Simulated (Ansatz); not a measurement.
## BaSnO3: pressure 18 GPa

Consider BaSnO3 in the cubic perovskite structure (space group Pm-3m, No. 221; a = 4.131 Å).

The change: a hydrostatic pressure of 18 GPa.

All numbers come from r2SCAN, PAW, 500 eV (Ansatz, a first-principles code; no spin-orbit coupling). k-mesh 8×8×8 (Γ-centred); smearing 0.05 eV (Fermi–Dirac).

The volume per atom drops by 1.23 Å³ (14.10 Å³ → 12.87 Å³) and the density rises by 0.69 g/cm³ to 7.85 g/cm³. The lattice parameter a decreases by 0.124 Å, from 4.131 Å to 4.007 Å and the shortest interatomic distance decreases by 0.062 Å to 2.004 Å. The enthalpy H = E + PV relative to the base's energy is +1.51 eV/atom and the band gap goes up by 1.265 eV, from 1.56 eV to 2.83 eV. The gap character is still indirect, R → Γ and the mean gap deformation potential ΔEg/Δln V is -13.8 eV. The width of the top valence band increases by 0.02 eV, from 1.00 eV to 1.02 eV and the electron mass changes from 0.19 mₑ (at Γ) to 0.24 mₑ (at Γ).

Final structure:

```yaml
crystal:
  lattice:
    - [4.00716, 0.00000, 0.00000]
    - [0.00000, 4.00716, 0.00000]
    - [0.00000, 0.00000, 4.00716]
  atoms:
    - { symbol: Ba, position: [0.00000, 0.00000, 0.00000] }
    - { symbol: Sn, position: [0.50000, 0.50000, 0.50000] }
    - { symbol: O, position: [0.00000, 0.50000, 0.50000] }
    - { symbol: O, position: [0.50000, 0.50000, 0.00000] }
    - { symbol: O, position: [0.50000, 0.00000, 0.50000] }
```

Load acts through the strain it causes; cell and atoms are relaxed under it. Effective masses come from finite differences of ±0.01 Å⁻¹. Stability against distortions was not tested. Competing high-pressure phases were not computed.
